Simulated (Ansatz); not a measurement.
# GaSb (F-43m) in Ansatz: phonons with PBEsol

Aim: the phonons of GaSb with PBEsol.

Everything below comes from runs of Ansatz 0.2.0. Logs are shortened: lines on timing, memory, paths and dates and some standing lists are left out, and cuts for length are marked.

**What was measured.**

From a printed reference work, data compilation, for a bulk crystal of GaSb at 4.2 K: band gap 0.811 eV (direct).

The results are compared with them further down.

## Step 1: The crystal as given

It takes space group F-43m (No. 216, cubic). Conventional cell: a = 6.118 Å, b = 6.118 Å, c = 6.118 Å, α = 90.00°, β = 90.00°, γ = 90.00°. Sb (site symmetry -43m) has 4 Ga at 2.65 Å as nearest neighbours. Around Ga (site symmetry -43m) lie 4 Sb at 2.65 Å.

## Step 2: Phonons, PBEsol

The input, input.yaml:

```yaml
crystal:
  lattice:
    - [0.0, 3.059, 3.059]
    - [3.059, 0.0, 3.059]
    - [3.059, 3.059, 0.0]
  atoms:
    - { symbol: Sb, position: [0.75, 0.75, 0.75] }
    - { symbol: Ga, position: [0.0, 0.0, 0.0] }
kpoints:
  mp_grid: { grid: [6, 6, 6] }
scf:
  occupations: { method: fermi_dirac, width: 0.05 }
hamiltonian:
  xc: pbesol
  pseudopotentials: { kind: all_electron, lapw: { basis_error: 0.001 } }
output: {}
phonons:
  method: fd
  supercell: [1, 1, 1]
```

Potentials or basis: all-electron LAPW, scalar-relativistic.

The run is started by

```
ansatz run input.yaml --threads 1 --pin off --max-ram 3072MiB --backend cpu --events-out ev --progress --plain --runs-dir out
```

Log:

```text
Warning: RAYON_NUM_THREADS=1 ignored (pool sized by the plan → 1); use --threads N
LAPW: plane waves up to 8.875 Å⁻¹, error target 1.0e-3 eV per atom; small_component_spin mean_spin; Ga in spheres of 1.260 Å, 21 of its electrons in bands, Dirac shells []; Sb in spheres of 1.309 Å, 23 of its electrons in bands, Dirac shells [] (how accurate: hamiltonian.pseudopotentials.lapw.basis_error, Limitations)
Engine: ansatz 0.2.0, x86_64-unknown-linux-gnu
Pseudopotentials: kind: all_electron
Pseudopotential: Sb, LAPW, valence charge 23, lapw/all_electron/scalar/gaussian/Sb, Koelling and Harmon's equation, gaussian nucleus
Pseudopotential: Ga, LAPW, valence charge 21, lapw/all_electron/scalar/gaussian/Ga, Koelling and Harmon's equation, gaussian nucleus
Functional definition: PBEsol
  exchange = pbesol_x
  correlation = pbesol_c
Crystal: 2 atoms, lattice volume = 57.249 Å³
Basis set: ecut = 300.0968418531941 eV, 645 PW (Γ), exchange–correlation at level 2
Bands: 27, of which v1, the nominal top of the filled ones, is band 22 counted from 1 (21 counted from 0)
Symmetry: 24 space group operations
k-points: 16 of 216 (time reversal used)
Non-local potential: Sb, projectors of the file, none
Non-local potential: Ga, projectors of the file, none
Initial density: superposition of atomic densities (chi_scale 0.1, normalization cell, long waves kept (reshape's long-wave potential 0.00 eV rms))
Initial wavefunctions: plane waves of lowest kinetic energy (no species holds an atomic orbital)
Functional: x = pbesol(κ = 0.804, μ = 0.12345679012345678), c = pbesol(β = 0.046)
iter 1 solved again at ethr=6.49e-4 eV; its pass at ethr=1.00e-1 eV (dr2=2.86e-1 eV) is discarded
SCF iter   1: F=—  HF=-229152.165083 eV  |F-HF|=—  |Δ(HF+E_count)|=         —  Δρ=2.16e-2  dr2=2.88e-1  ethr=6.49e-4  ⟨swp⟩=2.6  Hψ=2789  notcnv=0
preconditioner: auto → none  [insulator: Δε(μ)=0.397 eV  Ē_g=15.042 eV  σ=0.050 eV  W_gap=0.52  n_scr=14 (ndim 8)  ℏωp=20.8 eV  f_vac=0.124  D(μ)=0.13/eV (n_scr^D=0)  ε∞_Penn≈2.9]
SCF iter   2: F=—  HF=-229152.090276 eV  |F-HF|=—  |Δ(HF+E_count)|=   7.48e-2  Δρ=9.58e-3  dr2=5.56e-2  ethr=6.49e-4  ⟨swp⟩=2.0  Hψ=1280  notcnv=0
iter 3 solved again at ethr=1.23e-5 eV; its pass at ethr=1.26e-4 eV (dr2=5.39e-3 eV) is discarded
SCF iter   3: F=—  HF=-229152.084182 eV  |F-HF|=—  |Δ(HF+E_count)|=   6.09e-3  Δρ=2.90e-3  dr2=5.41e-3  ethr=1.23e-5  ⟨swp⟩=2.0  Hψ=2160  notcnv=0
SCF iter   4: F=—  HF=-229152.074513 eV  |F-HF|=—  |Δ(HF+E_count)|=   9.67e-3  Δρ=4.30e-4  dr2=6.92e-5  ethr=1.23e-5  ⟨swp⟩=2.0  Hψ=1205  notcnv=0
SCF iter   5: F=—  HF=-229152.074565 eV  |F-HF|=—  |Δ(HF+E_count)|=         —  Δρ=7.71e-5  dr2=2.56e-6  ethr=1.57e-7  ⟨swp⟩=3.0  Hψ=1249  notcnv=0
the basis was enlarged: its passes take 127.6 KiB over the memory plan, 1 of 1 planned eigensolver slots
SCF iter   6: F=—  HF=-229152.074568 eV  |F-HF|=—  |Δ(HF+E_count)|=   2.93e-6  Δρ=1.09e-5  dr2=7.01e-8  ethr=5.83e-9  ⟨swp⟩=3.0  Hψ=1266  notcnv=0
SCF iter   7: F=—  HF=-229152.074568 eV  |F-HF|=—  |Δ(HF+E_count)|=   1.27e-7  Δρ=1.85e-6  dr2=1.93e-9  ethr=1.59e-10  ⟨swp⟩=3.0  Hψ=1270  notcnv=0
SCF iter   8: F=-229152.074568 eV  HF=-229152.074568 eV  |F-HF|=4.37e-10  |Δ(HF+E_count)|=   3.93e-9  Δρ=4.93e-7  dr2=2.72e-10  ethr=4.40e-12  ⟨swp⟩=3.0  Hψ=1270  notcnv=0
SCF 1 converged in 8 iterations: F = -229152.074568 eV  dr2 = 2.72e-10
Symmetry: 4 space group operations
k-points: 46 of 216 (time reversal used)
Initial density: handed on by an earlier stage of this run
Initial wavefunctions: plane waves of lowest kinetic energy (no species holds an atomic orbital; no wavefunctions were taken with the density)
iter 1 solved again at ethr=2.29e-7 eV; its pass at ethr=1.00e-1 eV (dr2=1.01e-4 eV) is discarded
SCF iter   1: F=—  HF=-229152.074230 eV  |F-HF|=—  |Δ(HF+E_count)|=         —  Δρ=3.48e-4  dr2=8.52e-5  ethr=2.29e-7  ⟨swp⟩=5.0  Hψ=10493  notcnv=0
preconditioner: auto → none  [insulator: Δε(μ)=0.302 eV  Ē_g=21.793 eV  σ=0.050 eV  W_gap=0.59  n_scr=14 (ndim 8)  ℏωp=26.0 eV  f_vac=0.192  D(μ)=0.14/eV (n_scr^D=0)  ε∞_Penn≈2.4]
iter 2 solved again at ethr=1.46e-8 eV; its pass at ethr=1.94e-7 eV (dr2=6.43e-6 eV) is discarded
SCF iter   2: F=—  HF=-229152.074202 eV  |F-HF|=—  |Δ(HF+E_count)|=   2.78e-5  Δρ=1.22e-4  dr2=6.40e-6  ethr=1.46e-8  ⟨swp⟩=2.0  Hψ=6010  notcnv=0
SCF iter   3: F=—  HF=-229152.074202 eV  |F-HF|=—  |Δ(HF+E_count)|=   1.88e-8  Δρ=3.42e-5  dr2=4.77e-7  ethr=1.46e-8  ⟨swp⟩=2.0  Hψ=3454  notcnv=0
SCF iter   4: F=—  HF=-229152.074202 eV  |F-HF|=—  |Δ(HF+E_count)|=   1.36e-7  Δρ=5.66e-6  dr2=2.20e-8  ethr=1.08e-9  ⟨swp⟩=2.0  Hψ=3454  notcnv=0
SCF iter   5: F=-229152.074202 eV  HF=-229152.074202 eV  |F-HF|=3.49e-10  |Δ(HF+E_count)|=   4.54e-9  Δρ=1.28e-6  dr2=4.90e-10  ethr=5.00e-11  ⟨swp⟩=2.0  Hψ=3454  notcnv=0
SCF 2 converged in 5 iterations: F = -229152.074202 eV  dr2 = 4.90e-10
iter 1 solved again at ethr=2.56e-7 eV; its pass at ethr=1.00e-1 eV (dr2=1.13e-4 eV) is discarded
SCF iter   1: F=—  HF=-229152.074232 eV  |F-HF|=—  |Δ(HF+E_count)|=         —  Δρ=3.73e-4  dr2=9.96e-5  ethr=2.56e-7  ⟨swp⟩=5.0  Hψ=10466  notcnv=0
preconditioner: auto → none  [insulator: Δε(μ)=0.302 eV  Ē_g=21.793 eV  σ=0.050 eV  W_gap=0.60  n_scr=14 (ndim 8)  ℏωp=26.0 eV  f_vac=0.192  D(μ)=0.14/eV (n_scr^D=0)  ε∞_Penn≈2.4]
iter 2 solved again at ethr=2.08e-8 eV; its pass at ethr=2.26e-7 eV (dr2=9.17e-6 eV) is discarded
SCF iter   2: F=—  HF=-229152.074203 eV  |F-HF|=—  |Δ(HF+E_count)|=   2.92e-5  Δρ=1.43e-4  dr2=9.13e-6  ethr=2.08e-8  ⟨swp⟩=2.0  Hψ=5990  notcnv=0
SCF iter   3: F=—  HF=-229152.074202 eV  |F-HF|=—  |Δ(HF+E_count)|=   8.37e-7  Δρ=4.10e-5  dr2=8.53e-7  ethr=2.07e-8  ⟨swp⟩=2.0  Hψ=3454  notcnv=0
SCF iter   4: F=—  HF=-229152.074202 eV  |F-HF|=—  |Δ(HF+E_count)|=   4.16e-9  Δρ=7.07e-6  dr2=2.40e-8  ethr=1.94e-9  ⟨swp⟩=2.0  Hψ=3454  notcnv=0
SCF iter   5: F=—  HF=-229152.074202 eV  |F-HF|=—  |Δ(HF+E_count)|=   7.74e-9  Δρ=1.05e-6  dr2=3.98e-10  ethr=5.46e-11  ⟨swp⟩=2.0  Hψ=3455  notcnv=0
SCF iter   6: F=-229152.074202 eV  HF=-229152.074202 eV  |F-HF|=8.44e-10  |Δ(HF+E_count)|=  8.73e-11  Δρ=3.42e-7  dr2=8.07e-11  ethr=2.32e-12 (applied; sched 1.00e-12)  ⟨swp⟩=2.7  Hψ=3495  notcnv=0
SCF 3 converged in 6 iterations: F = -229152.074202 eV  dr2 = 8.07e-11
SCF converged after 8 iterations
Free energy (F): -229152.074568 eV
Harris-Foulkes:  -229152.074568 eV  (|F-HF|=4.37e-10)
Internal energy: -229152.073482 eV  (E = F + TS)
E sigma→0 (E₀):  -229152.074025 eV
Entropy (-TS):   -0.001086 eV (-0.543 meV/atom)
Fermi energy:    9.696764 eV
--- Per-component energies (eV) ---
  E_band       = -1773.200990
  E_kinetic    = 239670.161316
  E_xc         = -6585.386912
  E_electrostatic = -462236.847886  (all electrons and nuclei)
  E_smearing   = -0.001086  (= −TS)
  E_closure    = 0.000000  (closes the sum)
  E_atoms      = -229143.970572  (free atoms, spherical and without spin; not in F)
  Σ components = -229152.074568   (vs F -229152.074568, Δ=0.00e0)
  Basis errors (estimates in eV, not in F): energy 4.3e-4 per atom: plane waves 4.0e-4 (2.4e-4 summed), levels above the bands 1.6e-65, relativity 1.6e-8, radial functions 3.4e-5, core shells 1.2e-7; eigenvalues (radial functions only) 3.2e-7; not estimated: angular momenta, meshes, grids; target (lapw.basis_error) 1.0e-3; muffin-tin radii Ga 1.260 Å, Sb 1.309 Å
--- Forces (eV/Å), atoms counted from 1 ---
  atom   1  Sb    -0.00000000     0.00000000    -0.00000000
  atom   2  Ga     0.00000000    -0.00000000     0.00000000
  max |Σ_I F_I| component: 1.50e-17 eV/Å
--- Band table (eV; the first three rows and the last of 16) ---
  k-point 0: bands = ["-134.0873", "-133.8595", "-87.1134", "-87.1134", "-87.1134", "-84.7600", "-84.7600", "-84.7600", "-19.0463", "-19.0463", "-19.0463", "-19.0259", "-19.0259", "-5.3463", "-5.3463", "-5.3463", "-5.2968", "-5.2968", "-1.8575", "9.6290", "9.6465", "9.6465", "9.6465", "12.4124", "12.4124", "12.4124", "15.2824"]
  k-point 1: bands = ["-134.0873", "-133.8595", "-87.1134", "-87.1134", "-87.1134", "-84.7600", "-84.7600", "-84.7600", "-19.0461", "-19.0455", "-19.0455", "-19.0257", "-19.0257", "-5.3537", "-5.3431", "-5.3431", "-5.2972", "-5.2972", "-1.5750", "6.9226", "9.2432", "9.2432", "10.6186", "12.9554", "12.9554", "13.5529", "16.5549"]
  k-point 2: bands = ["-134.0873", "-133.8595", "-87.1134", "-87.1134", "-87.1134", "-84.7600", "-84.7600", "-84.7600", "-19.0458", "-19.0442", "-19.0442", "-19.0253", "-19.0253", "-5.3682", "-5.3374", "-5.3374", "-5.2973", "-5.2973", "-0.8219", "4.4521", "8.7001", "8.7001", "10.1879", "13.3979", "13.3979", "16.0085", "16.5600"]
  k-point 15: bands = ["-134.0872", "-133.8595", "-87.1134", "-87.1134", "-87.1134", "-84.7600", "-84.7600", "-84.7600", "-19.0472", "-19.0425", "-19.0403", "-19.0268", "-19.0236", "-5.3885", "-5.3257", "-5.3224", "-5.3049", "-5.2962", "0.6264", "2.9309", "6.4438", "6.6177", "12.1694", "12.4115", "15.6921", "15.7280", "19.5176"]
--- Phonons: 2 displaced members + reference (amplitude 0.01 Å, Σ member SCF iterations 11) ---
  symmetry images taken by strict's conditions (phonons.symmetry_images: auto; settled by no image being taken that strict refuses)
  ASR residual: 1.425e-3 → 0.000e0 eV/Å²; symmetrization residual: 2.642e-4 eV/Å²
  largest component of a force at the reference: 2.0e-17 eV/Å
  ASR residual per site (eV/Å²): 1.14e-4 1.43e-3
  Γ frequencies (cm⁻¹): 0.00 0.00 0.00 211.99 211.99 211.99
  density of states and harmonic sums: on the 17×17×17 q-mesh, interpolated from the force constants of a 1×1×1 supercell (no non-analytic term)
  largest difference from the sums on the solved wave vectors: F 5.42e-1 eV, S 8.01e-4 and C_V 2.58e-4 eV/K
  zero-point energy: 0.053160 eV/cell   skipped modes (ω ≤ 0): 3   left out of the sums: 1.02e-4 of the cell's modes: C_V's classical limit lies that fraction below 3 k_B per atom; for a crystal, a wire or a layer, F and S can be off by more, and a phonons.interpolated_qmesh denser along its periods is the remedy for the sampling
```

Wall time 83 s (1 thread of Intel Xeon at 2.50GHz (Skylake/Cascade Lake), shared host); peak memory 0.41 GiB.

Results:

```
Free energy                   : -229152.0746 eV
Band gap on the k mesh        : none (metal or under the smearing width)
Highest phonon frequency at Γ : 212 cm⁻¹
```

Levels at points of the mesh, in eV from the Fermi level:
| k point | band 19 | band 20 | band 21 | band 22 | band 23 | band 24 | band 25 | band 26 |
| --- | --- | --- | --- | --- | --- | --- | --- | --- |
| (0.00, 0.00, 0.00) | -11.55 | -0.07 | -0.05 | -0.05 | -0.05 | 2.72 | 2.72 | 2.72 |
| (0.00, 0.00, -0.50) | -9.93 | -6.44 | -1.20 | -1.20 | 0.30 | 3.68 | 3.68 | 6.28 |
| (0.00, -0.50, -0.50) | -9.10 | -6.87 | -2.63 | -2.63 | 0.80 | 1.11 | 8.64 | 8.64 |

Phonon frequencies in cm⁻¹ (negative: imaginary):
```csv
q point,frequencies
"(0.000, 0.000, 0.000)",0 0 0 212 212 212
```

Caveat: the k mesh is thin for a metal, which can move the energy by tens of meV per atom; a metal's response needs a denser mesh; this crystal is a semiconductor, whose small gap the functional closes, so the metal is an error of the method. Spin-orbit coupling is left out, which matters for the levels of Sb.

## Step 3: Against experiment

Step 2. Measured gap of GaSb: 0.811 eV (direct; 4.2 K; a printed reference work, data compilation). This calculation gives 0.00 eV (-0.81 eV). Spin-orbit coupling on Ga, Sb is left out. The value is that of PBEsol on a finite k mesh, which can miss the band edges, without temperature or zero-point motion. Semilocal functionals fall short of measured gaps as a rule.
